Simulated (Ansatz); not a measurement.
# Fe (Fmmm) in Ansatz: further runs

The runs below take Fe through relaxation of cell and atoms, single point, with BLYP+D4, PBE, revPBE, BLYP.

All numbers are computed with Ansatz 0.2.0; they aren't measurements. Logs are shortened: lines on timing, memory, paths and dates and some standing lists are left out, and cuts for length are marked.

## 1. The structure

It takes space group Fmmm (No. 69, orthorhombic). Conventional cell: a = 2.997 Å, b = 3.883 Å, c = 3.930 Å, α = 90.00°, β = 90.00°, γ = 90.00°. Fe (site symmetry mmm) is surrounded by 12 Fe at 2.45 to 2.76 Å.

## 2. Relaxation of cell and atoms, BLYP+D4, collinear spin, ferromagnetic start

The input, input.yaml:

```yaml
crystal:
  lattice:
    - [0.0, 1.9417396906, 1.9651051623]
    - [1.4984397099, 0.0, 1.9651051623]
    - [1.4984397099, 1.9417396906, 0.0]
  atoms:
    - { symbol: Fe, position: [0.0, 0.0, 0.0], spin: 3.0 }
hamiltonian:
  xc: blyp
  pseudopotentials: { kind: paw }
  dispersion: d4
magnetization:
  spin_polarized: true
kpoints:
  mp_grid: { grid: [13, 13, 13] }
scf:
  occupations: { method: fermi_dirac, width: 0.05 }
output:
  forces: true
  stress: true
  eigenvalues: true
relax:
  f_tol: 0.01
  max_steps: 40
  cell: { stress_tol: 0.05 }
```

Potentials or basis: Ansatz PAW.

Started as:

```sh
$ ansatz run input.yaml --threads 2 --pin off --max-ram 5632MiB --backend cpu --events-out ev --progress --plain --runs-dir out
```

The program printed:

```text
Warning: RAYON_NUM_THREADS=2 ignored (pool sized by the plan → 2); use --threads N
Engine: ansatz 0.2.0, x86_64-unknown-linux-gnu
Pseudopotentials: kind: paw
Pseudopotential: Fe, paw, valence charge 16, recommended cutoff 420 eV (normal), Fe.paw.azcp
Functional definition: BLYP
  parameter beta = 0.0042
  parameter a = 0.04918
  parameter b = 0.132
  parameter c = 0.2533
  parameter d = 0.349
  exchange = b88_x(beta = beta)
  correlation = lyp_c(a = a, b = b, c = c, d = d)
Crystal: 1 atoms, lattice volume = 11.435 Å³
Basis set: ecut = 420 eV, 221 PW (Γ), exchange–correlation on 40×36×36 points (8 copies of the dense FFT grid, shifted against one another)
Bands: 14, of which v1, the nominal top of the filled ones, is band 8 counted from 1 (7 counted from 0)
Symmetry: 8 space group operations
Space group: Fmmm (ITA 69), of the structure as read, at distance tolerance 2.3e-5 Å
Magnetic group: BNS 69.521 (UNI 619), of the structure as read, at distance tolerance 2.3e-5 Å
k-points: 343 of 2197
Non-local potential: Fe, projectors of the file, l = 0: 3, l = 1: 2, l = 2: 3, l = 3: 1
PAW form: soft (Blöchl's): semilocal exchange-correlation on the pseudo side does not see the compensation charge
PAW frozen core: Fe, regenerated for the run's functional, and the local potential with it (the file was generated under x = pbe(κ = 0.804, μ = 0.2195149727645171), c = pbe(β = 0.06672455060314922))
PAW one-centre angular grid: Fe, 590 points (default); XC on 64 Gauss nodes
Initial density: superposition of atomic densities (chi_scale 0.1, normalization cell)
Starting moments: Σ|m| = 3 μB on 1 of 1 site
Initial wavefunctions: pseudopotential atomic-orbital guess
Functional: x = b88, c = lyp
SCF iter   1: F=—  HF=-4488.360067 eV  |F-HF|=—  |Δ(HF+E_count)|=         —  Δρ=6.51e-2 (↑6.51e-2 ↓5.81e-2)  dr2=9.34e-1  dr2_m=7.21e-2  M=2.506 μB ∫|m|=2.568 μB  β_m=0.30  ethr=3.10e-3  ⟨swp⟩=4.8  Hψ=46449  notcnv=0
Mixer restart at iter 1: flushing history
preconditioner: auto → none  [metal: Δε(μ)=0.002 eV  Ē_g=14.669 eV  σ=0.050 eV  W_gap=0.01  n_scr=0 (ndim 8)  ℏωp=31.1 eV  f_vac=0.000  D(μ)=1.16/eV (n_scr^D=14)]
SCF iter   2: F=—  HF=-4488.069708 eV  |F-HF|=—  |Δ(HF+E_count)|=   2.90e-1  Δρ=2.52e-2 (↑2.52e-2 ↓1.85e-2)  dr2=3.20e-2  dr2_m=3.57e-2  M=2.560 μB ∫|m|=2.635 μB  β_m=0.29  ethr=3.10e-3  ⟨swp⟩=2.5  Hψ=20067  notcnv=0  defer=742
SCF iter   3: F=—  HF=-4488.415813 eV  |F-HF|=—  |Δ(HF+E_count)|=         —  Δρ=4.42e-2 (↑4.42e-2 ↓4.38e-2)  dr2=2.76e-3  dr2_m=2.01e-1  M=2.215 μB ∫|m|=2.288 μB  β_m=0.29  ethr=2.00e-4  ⟨swp⟩=3.0  Hψ=18259  notcnv=0  defer=743
Mixer restart at iter 3: flushing history
SCF iter   4: F=—  HF=-4488.547073 eV  |F-HF|=—  |Δ(HF+E_count)|=   1.31e-1  Δρ=3.43e-2 (↑2.70e-2 ↓3.43e-2)  dr2=6.40e-3  dr2_m=9.73e-2  M=2.216 μB ∫|m|=2.295 μB  β_m=0.60  ethr=1.73e-5  ⟨swp⟩=2.1  Hψ=16071  notcnv=0  defer=713
SCF iter   5: F=—  HF=-4488.829072 eV  |F-HF|=—  |Δ(HF+E_count)|=   2.82e-1  Δρ=2.88e-2 (↑2.88e-2 ↓7.61e-3)  dr2=4.62e-2  dr2_m=2.66e-2  M=2.118 μB ∫|m|=2.212 μB  β_m=0.49  ethr=1.73e-5  ⟨swp⟩=3.3  Hψ=24021  notcnv=0  defer=712
[... 97 lines left out ...]
SCF iter   6: F=—  HF=-4488.835724 eV  |F-HF|=—  |Δ(HF+E_count)|=  7.00e-11  Δρ=9.84e-8 (↑9.84e-8 ↓6.68e-8)  dr2=2.15e-12  dr2_m=5.69e-14  M=2.088 μB ∫|m|=2.190 μB  β_m=0.91  ethr=1.00e-12  ⟨swp⟩=1.5  Hψ=11129  notcnv=0
SCF iter   7: F=-4488.835724 eV  HF=-4488.835724 eV  |F-HF|=0.00e0  |Δ(HF+E_count)|=  3.64e-12  Δρ=9.31e-9 (↑9.31e-9 ↓8.32e-9)  dr2=1.62e-14  dr2_m=2.27e-16  M=2.088 μB ∫|m|=2.190 μB  ethr=1.00e-12  ⟨swp⟩=3.6  Hψ=33754  notcnv=0
SCF 8 converged in 7 iterations: F = -4488.835724 eV  dr2 = 1.62e-14
relax step   8: F+E_penalty+E_count = -4488.83572437 eV  Δ(F+E_penalty+E_count) = +4.480e-6 eV  max|allowed force component| = 0.000e0 eV/Å  Δτ_max = 0.0000 Å  P = +0.001 GPa  Ω = 11.235 Å³  stress off target by 5.32e-3 GPa  SCF on the basis re-selected at this cell (its energy is not comparable with the rows above)  (7 SCF iters)
basis re-selected at this cell: Δ(F+E_penalty+E_count) = +4.480e-6 eV, ΔP = +0.002 GPa vs the last step (what re-selecting the basis moved, of the pressure what is left beyond the Pulay correction that the steps carried, after the strain that the cell walked since its last selection, with what the two solves' SCF thresholds leave and, on support functions, any second-order correction that the steps lacked; it is no measure of the basis error at this ecutwfc). This SCF's stress stands 5.32e-3 GPa from its target on what of the cell is left free (relax.cell.stress_tol is 5.00e-2 GPa) and its largest allowed force component is 0.00e0 eV/Å (relax.f_tol is 1.00e-2 eV/Å): within both
SCF converged after 7 iterations
Magnetization: 2.0878 μB (9.0439 up, 6.9561 down)
Absolute magnetization: 2.1897 μB (∫|ρ↑−ρ↓|, with the PAW one-centre terms)
Spin contamination: 0.0326 ħ² per cell (⟨S²⟩ above its minimum at these occupations)
Per-site moments (μB) at R_I (Å): [(2.1270793933362624, 1.00806405148369)]
Free energy (F): -4488.835724 eV
Harris-Foulkes:  -4488.835724 eV  (|F-HF|=0.00e0)
Internal energy: -4488.827474 eV  (E = F + TS)
E sigma→0 (E₀):  -4488.831599 eV
Entropy (-TS):   -0.008250 eV (-8.250 meV/atom)
Fermi energy:    19.294446 eV
--- Per-component energies (eV) ---
  E_band       = -199.412499
  E_kinetic    = 351.971729
  E_local      = -2053.787746  (includes V_loc(G=0)·N_el)
  E_nonlocal   = 216.855372
  E_hartree    = 866.602657
  E_xc         = -116.343313
  E_vxc        = -149.508354  (∫ρ·V_xc dr)
  E_paw        = -1376.405235  (= ΣΔE_a)
  E_vpaw       = -298.149727  (= ΣTr[D̂ρ^β])
  E_aug_tail   = 0.000922  (compensation charges beyond the density's cutoff)
  E_ewald      = -2377.046673
  E_disp       = -0.685135  (pairwise vdW)
  E_core_change = 0.009949  (= ΣΔE_core)
  E_smearing   = -0.008250  (= −TS)
  E_closure    = 0.000000  (closes the sum)
  Σ components = -4488.835724   (vs F -4488.835724, Δ=0.00e0)
--- Forces (eV/Å), atoms counted from 1 ---
  atom   1  Fe     0.00000000     0.00000000    -0.00000000
  max |Σ_I F_I| component: 3.70e-32 eV/Å
--- Stress (GPa, compression-positive) ---
       -0.005317      -0.000000      -0.000000
       -0.000000       0.004647      -0.000000
       -0.000000      -0.000000       0.003952
  P = ⅓ Tr σ = 0.0011 GPa (0.011 kbar)
--- Band table (eV; the first three rows and the last of 686) ---
  k-point 0 ↑: bands = ["-68.6079", "-34.4833", "-34.4833", "-34.4833", "10.8367", "16.9620", "16.9620", "16.9624", "18.2004", "18.2008", "44.0025", "44.0042", "44.0043", "49.5890"]
  k-point 1 ↑: bands = ["-68.6031", "-34.5086", "-34.4917", "-34.4833", "11.0849", "16.8944", "16.9562", "17.0971", "18.1347", "18.2061", "42.6544", "43.6971", "43.9001", "48.6389"]
  k-point 2 ↑: bands = ["-68.5897", "-34.5785", "-34.5148", "-34.4832", "11.7965", "16.7097", "16.9052", "17.4828", "18.0227", "18.2245", "39.6738", "42.5404", "43.6644", "46.4671"]
  k-point 342 ↓: bands = ["-66.0012", "-32.4957", "-32.1916", "-32.0356", "15.6272", "17.4127", "19.4968", "20.6433", "21.2246", "22.3241", "28.0428", "36.8584", "39.2025", "44.3115"]
--- Relaxed structure (6 steps of the walk, 6 accepted, 2 SCFs on fresh bases) ---
  F+E_penalty+E_count = -4488.83572437 eV   max|allowed force component| = 0.000e0 eV/Å   (the final SCF, on the basis selected at the relaxed cell)
  cell:  # Å, volume = 11.2350 Å³
    - [9.056805429264224e-34, 1.9952971260760177, 1.9953030994409962]
    - [1.4109950241632387, 2.1756982039077443e-33, 1.9953030994409962]
    - [1.4109950241632387, 1.9952971260760177, 3.8930244343249134e-33]
  atoms:
    - { symbol: Fe, position: [0.0, 0.0, 0.0] }
```

It took 18 s on 2 threads of AMD EPYC 9R45 (Zen 5), shared host; peak memory 0.49 GiB.

Results:

* Free energy: -4488.8357 eV
* Relaxed volume: 11.23 Å³/atom
* Relaxed cell: a = 2.822 Å, b = 2.444 Å, c = 2.444 Å, α = 70.53°, β = 54.74°, γ = 54.74°
* Space group after relaxing (to 0.05 Å): Im-3m (No. 229)
* Energy gained by relaxing: 20.2 meV/atom
* Ionic steps: 8
* Pressure after relaxing: 0.0 GPa
* Band gap on the k mesh: none (metal or under the smearing width)
* Net moment: 2.09 μB per cell
* Absolute moment: 2.19 μB per cell
* Site moments: Fe +2.13 μB

Step by step:
```csv
step,energy change (eV),largest force (eV/Å),volume (Å³)
1,0.0000,0.0000,11.44
2,-0.0129,0.0000,11.35
3,-0.0180,0.0000,11.11
4,-0.0199,0.0000,11.28
5,-0.0201,0.0000,11.23
6,-0.0202,0.0000,11.23
7,-0.0202,0.0000,11.23
8,-0.0202,0.0000,11.23
```

Final structure:
```
Fe
1.0
     0.00000    1.99530    1.99530
     1.41100    0.00000    1.99530
     1.41100    1.99530    0.00000
Fe
1
Direct
  0.00000 0.00000 0.00000
```

Levels at points of the mesh, in eV from the Fermi level:
Spin up:
```csv
k point,band 5,band 6,band 7,band 8,band 9,band 10,band 11,band 12,band 13,band 14
"(0.00, 0.00, 0.00)",-8.46,-2.33,-2.33,-2.33,-1.09,-1.09,24.71,24.71,24.71,30.29
```
Spin down:
| k point | band 5 | band 6 | band 7 | band 8 | band 9 | band 10 |
| --- | --- | --- | --- | --- | --- | --- |
| (0.00, 0.00, 0.00) | -8.31 | -0.61 | -0.61 | -0.61 | 1.54 | 1.54 |

Caveat: the plane-wave basis is chosen anew once the cell has moved, so the energies of steps on either side of that aren't comparable; pairwise dispersion overbinds metals, which lowers pressure and volume; the PAW data sets come from PBE, with cores solved anew for the run's functional, which leaves a small shift of forces and pressure.

## 3. Single point, PBE, collinear spin, ferromagnetic start

Changes to input.yaml since step 2:

```diff
@@ -8,5 +8,4 @@
 hamiltonian:
-  xc: blyp
+  xc: pbe
   pseudopotentials: { kind: paw }
-  dispersion: d4
 magnetization:
@@ -16,3 +15,3 @@
 scf:
-  occupations: { method: fermi_dirac, width: 0.05 }
+  occupations: { method: gaussian, width: 0.027 }
 output:
@@ -21,5 +20 @@
   eigenvalues: true
-relax:
-  f_tol: 0.01
-  max_steps: 40
-  cell: { stress_tol: 0.05 }
```

Potentials or basis: Ansatz PAW.

Started as:

```sh
$ ansatz run input.yaml --threads 2 --pin off --max-ram 5632MiB --backend cpu --events-out ev --progress --plain --runs-dir out
```

The program printed:

```text
Warning: RAYON_NUM_THREADS=2 ignored (pool sized by the plan → 2); use --threads N
Engine: ansatz 0.2.0, x86_64-unknown-linux-gnu
Pseudopotentials: kind: paw
Pseudopotential: Fe, paw, valence charge 16, recommended cutoff 420 eV (normal), Fe.paw.azcp
Functional definition: PBE
  parameter kappa = 0.804
  parameter beta = 0.06672455060314922
  exchange = pbe_x(kappa = kappa, mu = beta*pi^2/3)
  correlation = pbe_c(beta = beta)
Crystal: 1 atoms, lattice volume = 11.435 Å³
Basis set: ecut = 420 eV, 221 PW (Γ), exchange–correlation on 40×36×36 points (8 copies of the dense FFT grid, shifted against one another)
Bands: 14, of which v1, the nominal top of the filled ones, is band 8 counted from 1 (7 counted from 0)
Symmetry: 8 space group operations
Space group: Fmmm (ITA 69), of the structure as read, at distance tolerance 2.3e-5 Å
Magnetic group: BNS 69.521 (UNI 619), of the structure as read, at distance tolerance 2.3e-5 Å
k-points: 343 of 2197
Non-local potential: Fe, projectors of the file, l = 0: 3, l = 1: 2, l = 2: 3, l = 3: 1
PAW form: soft (Blöchl's): semilocal exchange-correlation on the pseudo side does not see the compensation charge
PAW one-centre angular grid: Fe, 590 points (default); XC on 64 Gauss nodes
Initial density: superposition of atomic densities (chi_scale 0.1, normalization cell)
Starting moments: Σ|m| = 3 μB on 1 of 1 site
Initial wavefunctions: pseudopotential atomic-orbital guess
Functional: x = pbe(κ = 0.804, μ = 0.2195149727645171), c = pbe(β = 0.06672455060314922)
SCF iter   1: F=—  HF=-4480.618715 eV  |F-HF|=—  |Δ(HF+E_count)|=         —  Δρ=1.40e-1 (↑1.40e-1 ↓4.89e-2)  dr2=1.64e0  dr2_m=5.88e-1  M=2.095 μB ∫|m|=2.127 μB  β_m=0.30  ethr=3.10e-3  ⟨swp⟩=5.3  Hψ=46336  notcnv=0
Mixer restart at iter 1: flushing history
preconditioner: auto → none  [metal: Δε(μ)=0.001 eV  Ē_g=14.388 eV  σ=0.027 eV  W_gap=0.03  n_scr=0 (ndim 8)  ℏωp=31.1 eV  f_vac=0.000  D(μ)=1.59/eV (n_scr^D=18)]
SCF iter   2: F=—  HF=-4479.865544 eV  |F-HF|=—  |Δ(HF+E_count)|=   7.53e-1  Δρ=3.37e-2 (↑2.21e-2 ↓3.37e-2)  dr2=4.65e-2  dr2_m=6.06e-2  M=2.284 μB ∫|m|=2.346 μB  β_m=0.30  ethr=3.10e-3  ⟨swp⟩=3.3  Hψ=23909  notcnv=0  defer=882
SCF iter   3: F=—  HF=-4480.104895 eV  |F-HF|=—  |Δ(HF+E_count)|=   2.39e-1  Δρ=2.33e-2 (↑1.79e-2 ↓2.33e-2)  dr2=3.27e-3  dr2_m=4.23e-2  M=2.251 μB ∫|m|=2.324 μB  β_m=0.54  ethr=2.90e-4  ⟨swp⟩=3.3  Hψ=20094  notcnv=0  defer=899
SCF iter   4: F=—  HF=-4480.420001 eV  |F-HF|=—  |Δ(HF+E_count)|=   3.15e-1  Δρ=1.09e-2 (↑5.27e-3 ↓1.09e-2)  dr2=1.10e-2  dr2_m=4.23e-3  M=2.206 μB ∫|m|=2.308 μB  β_m=0.77  ethr=2.04e-5  ⟨swp⟩=2.9  Hψ=21012  notcnv=0  defer=900
SCF iter   5: F=—  HF=-4480.461601 eV  |F-HF|=—  |Δ(HF+E_count)|=   4.16e-2  Δρ=7.44e-3 (↑7.44e-3 ↓4.81e-3)  dr2=1.12e-2  dr2_m=2.43e-4  M=2.140 μB ∫|m|=2.260 μB  β_m=0.71  ethr=2.04e-5  ⟨swp⟩=2.9  Hψ=23239  notcnv=0  defer=884
SCF iter   6: F=—  HF=-4480.463238 eV  |F-HF|=—  |Δ(HF+E_count)|=   1.64e-3  Δρ=2.64e-3 (↑2.64e-3 ↓1.83e-3)  dr2=1.50e-3  dr2_m=2.42e-5  M=2.155 μB ∫|m|=2.273 μB  β_m=0.82  ethr=2.04e-5  ⟨swp⟩=2.5  Hψ=18066  notcnv=0  defer=893
SCF iter   7: F=—  HF=-4480.463368 eV  |F-HF|=—  |Δ(HF+E_count)|=   1.30e-4  Δρ=4.34e-4 (↑2.08e-4 ↓4.34e-4)  dr2=2.55e-5  dr2_m=3.27e-6  M=2.163 μB ∫|m|=2.281 μB  β_m=0.91  ethr=9.38e-6  ⟨swp⟩=2.5  Hψ=14887  notcnv=0  defer=894
SCF iter   8: F=—  HF=-4480.463373 eV  |F-HF|=—  |Δ(HF+E_count)|=   5.07e-6  Δρ=1.54e-4 (↑1.54e-4 ↓1.42e-4)  dr2=4.28e-8  dr2_m=2.27e-6  M=2.165 μB ∫|m|=2.282 μB  β_m=0.95  ethr=1.60e-7  ⟨swp⟩=2.4  Hψ=14145  notcnv=0  defer=894
SCF iter   9: F=—  HF=-4480.463373 eV  |F-HF|=—  |Δ(HF+E_count)|=   4.30e-8  Δρ=2.08e-5 (↑2.08e-5 ↓1.75e-5)  dr2=1.01e-8  dr2_m=3.08e-8  M=2.165 μB ∫|m|=2.283 μB  β_m=0.91  ethr=2.67e-10  ⟨swp⟩=2.0  Hψ=15126  notcnv=0  defer=894
SCF iter  10: F=-4480.463373 eV  HF=-4480.463373 eV  |F-HF|=4.06e-10  |Δ(HF+E_count)|=   1.63e-8  Δρ=4.88e-6 (↑3.77e-6 ↓4.88e-6)  dr2=5.09e-10  dr2_m=1.67e-9  M=2.165 μB ∫|m|=2.283 μB  ethr=6.34e-11  ⟨swp⟩=5.1  Hψ=37701  notcnv=0
SCF 1 converged in 10 iterations: F = -4480.463373 eV  dr2 = 5.09e-10
SCF converged after 10 iterations
Magnetization: 2.1651 μB (9.0825 up, 6.9175 down)
Absolute magnetization: 2.2828 μB (∫|ρ↑−ρ↓|, with the PAW one-centre terms)
Spin contamination: 0.0370 ħ² per cell (⟨S²⟩ above its minimum at these occupations)
Per-site moments (μB) at R_I (Å): [(2.2124683702024672, 1.011733477502028)]
Free energy (F): -4480.463373 eV
Harris-Foulkes:  -4480.463373 eV  (|F-HF|=4.06e-10)
Internal energy: -4480.462913 eV  (E = F + TS)
E sigma→0 (E₀):  -4480.463143 eV
Entropy (-TS):   -0.000460 eV (-0.460 meV/atom)
Fermi energy:    18.423208 eV
--- Per-component energies (eV) ---
  E_band       = -213.795149
  E_kinetic    = 350.351009
  E_local      = -2072.448064  (includes V_loc(G=0)·N_el)
  E_nonlocal   = 218.425112
  E_hartree    = 870.197124
  E_xc         = -117.865944
  E_vxc        = -151.773438  (∫ρ·V_xc dr)
  E_paw        = -1366.238142  (= ΣΔE_a)
  E_vpaw       = -298.745772  (= ΣTr[D̂ρ^β])
  E_aug_tail   = 0.000971  (compensation charges beyond the density's cutoff)
  E_ewald      = -2362.884979
  E_smearing   = -0.000460  (= −TS)
  E_closure    = 0.000000  (closes the sum)
  Σ components = -4480.463373   (vs F -4480.463373, Δ=0.00e0)
--- Forces (eV/Å), atoms counted from 1 ---
  atom   1  Fe     0.00000000     0.00000000    -0.00000000
  max |Σ_I F_I| component: 1.48e-31 eV/Å
--- Stress (GPa, compression-positive) ---
       -6.613549       0.000000       0.000000
        0.000000       1.776612      -0.000000
        0.000000      -0.000000       0.973481
  P = ⅓ Tr σ = -1.2878 GPa (-12.878 kbar)
--- Band table (eV; the first three rows and the last of 686) ---
  k-point 0 ↑: bands = ["-69.6761", "-35.4802", "-35.4745", "-35.4712", "9.8959", "15.9695", "16.0559", "16.3857", "17.0758", "17.4622", "41.6244", "43.1111", "43.3671", "47.6535"]
  k-point 1 ↑: bands = ["-69.6717", "-35.4994", "-35.4835", "-35.4738", "10.1345", "15.9821", "16.0647", "16.4270", "17.0391", "17.4344", "40.7872", "42.3893", "43.1228", "46.8334"]
  k-point 2 ↑: bands = ["-69.6597", "-35.5645", "-35.5029", "-35.4742", "10.8209", "15.9358", "15.9858", "16.7035", "16.9768", "17.3889", "37.9418", "41.3187", "42.8029", "46.0011"]
  k-point 342 ↓: bands = ["-66.9740", "-33.3103", "-33.0722", "-32.9342", "14.8721", "16.2762", "18.7902", "20.2988", "20.6185", "21.5364", "27.4873", "34.7395", "36.8489", "41.9116"]
```

Wall time 2.8 s (2 threads of AMD EPYC 9R45 (Zen 5), shared host); peak memory 0.44 GiB.

What came out:

```
Free energy            : -4480.4634 eV
Pressure               : -1.3 GPa
Band gap on the k mesh : none (metal or under the smearing width)
Net moment             : 2.17 μB per cell
Absolute moment        : 2.28 μB per cell
Site moments           : Fe +2.21 μB
```

## 4. Single point, PBE, collinear spin, ferromagnetic start

Changes to input.yaml since step 3:

```diff
@@ -15,3 +15,3 @@
 scf:
-  occupations: { method: gaussian, width: 0.027 }
+  occupations: { method: gaussian, width: 0.028 }
 output:
```

Started as:

```sh
$ ansatz run input.yaml --threads 2 --pin off --max-ram 5632MiB --backend cpu --events-out ev --progress --plain --runs-dir out
```

It took 2.9 s on 2 threads of AMD EPYC 9R45 (Zen 5), shared host; peak memory 0.43 GiB.

It converged, with:

| Quantity | Value |
| --- | --- |
| Free energy | -4480.4634 eV |
| Pressure | -1.3 GPa |
| Band gap on the k mesh | none (metal or under the smearing width) |
| Net moment | 2.17 μB per cell |
| Absolute moment | 2.28 μB per cell |
| Site moments | Fe +2.21 μB |

Stress tensor (GPa, compression positive):
```
-6.61  0.00  0.00
 0.00  1.78  0.00
 0.00  0.00  0.97
```

Levels at points of the mesh, in eV from the Fermi level:
Spin up:
```
           k point  band 7  band 8  band 9  band 10  band 11  band 12
(0.00, 0.00, 0.00)   -2.37   -2.04   -1.35    -0.96    23.20    24.69
```
Spin down:
| k point | band 4 | band 5 | band 6 | band 7 | band 8 | band 9 | band 10 | band 11 |
| --- | --- | --- | --- | --- | --- | --- | --- | --- |
| (0.00, 0.00, 0.00) | -51.31 | -8.38 | -0.67 | -0.51 | -0.01 | 1.28 | 1.90 | 22.95 |

## 5. Relaxation of cell and atoms, revPBE, collinear spin, ferromagnetic start

Changes to input.yaml since step 4:

```diff
@@ -8,3 +8,3 @@
 hamiltonian:
-  xc: pbe
+  xc: revpbe
   pseudopotentials: { kind: paw }
@@ -15,3 +15,3 @@
 scf:
-  occupations: { method: gaussian, width: 0.028 }
+  occupations: { method: fermi_dirac, width: 0.05 }
 output:
@@ -20 +20,5 @@
   eigenvalues: true
+relax:
+  f_tol: 0.01
+  max_steps: 40
+  cell: { stress_tol: 0.05 }
```

Started as:

```sh
$ ansatz run input.yaml --threads 2 --pin off --max-ram 5632MiB --backend cpu --events-out ev --progress --plain --runs-dir out
```

Run time: 29 s. Hardware: 2 threads of Intel Xeon Platinum 8488C (Sapphire Rapids), shared host; peak memory 0.47 GiB.

It converged, with:

```yaml
Free_energy: -4483.8973 eV
Relaxed_volume: 11.57 Å³/atom
Relaxed_cell: a = 2.850 Å, b = 2.468 Å, c = 2.468 Å, α = 70.53°, β = 54.74°, γ = 54.73°
Space_group_after_relaxing_to_0.05_Å: Im-3m (No. 229)
Energy_gained_by_relaxing: 18.7 meV/atom
Ionic_steps: 8
Pressure_after_relaxing: 0.0 GPa
Band_gap_on_the_k_mesh: none (metal or under the smearing width)
Net_moment: 2.17 μB per cell
Absolute_moment: 2.31 μB per cell
Site_moments: Fe +2.23 μB
```

Step by step:
```csv
step,energy change (eV),largest force (eV/Å),volume (Å³)
1,0.0000,0.0000,11.44
2,-0.0114,0.0000,11.55
3,-0.0167,0.0000,11.51
4,-0.0184,0.0000,11.57
5,-0.0185,0.0000,11.57
6,-0.0187,0.0000,11.57
7,-0.0187,0.0000,11.57
8,-0.0187,0.0000,11.57
```

Final structure:
```
Fe
1.0
     0.00000    2.01507    2.01510
     1.42485    0.00000    2.01510
     1.42485    2.01507    0.00000
Fe
1
Direct
  0.00000 0.00000 0.00000
```

Levels at points of the mesh, in eV from the Fermi level:
Spin up:
| k point | band 7 | band 8 | band 9 | band 10 | band 11 | band 12 |
| --- | --- | --- | --- | --- | --- | --- |
| (0.00, 0.00, 0.00) | -2.25 | -2.25 | -1.10 | -1.10 | 24.22 | 24.22 |
Spin down:
```tsv
k point	band 3	band 4	band 5	band 6	band 7	band 8	band 9	band 10	band 11	band 12
(0.00, 0.00, 0.00)	-51.30	-51.30	-8.29	-0.34	-0.34	-0.34	1.75	1.75	23.94	23.94
```

Caveat: the plane-wave basis is chosen anew once the cell has moved, so the energies of steps on either side of that aren't comparable; the PAW data sets come from PBE, with cores solved anew for the run's functional, which leaves a small shift of forces and pressure.

(Continued in part 2 of 2.)
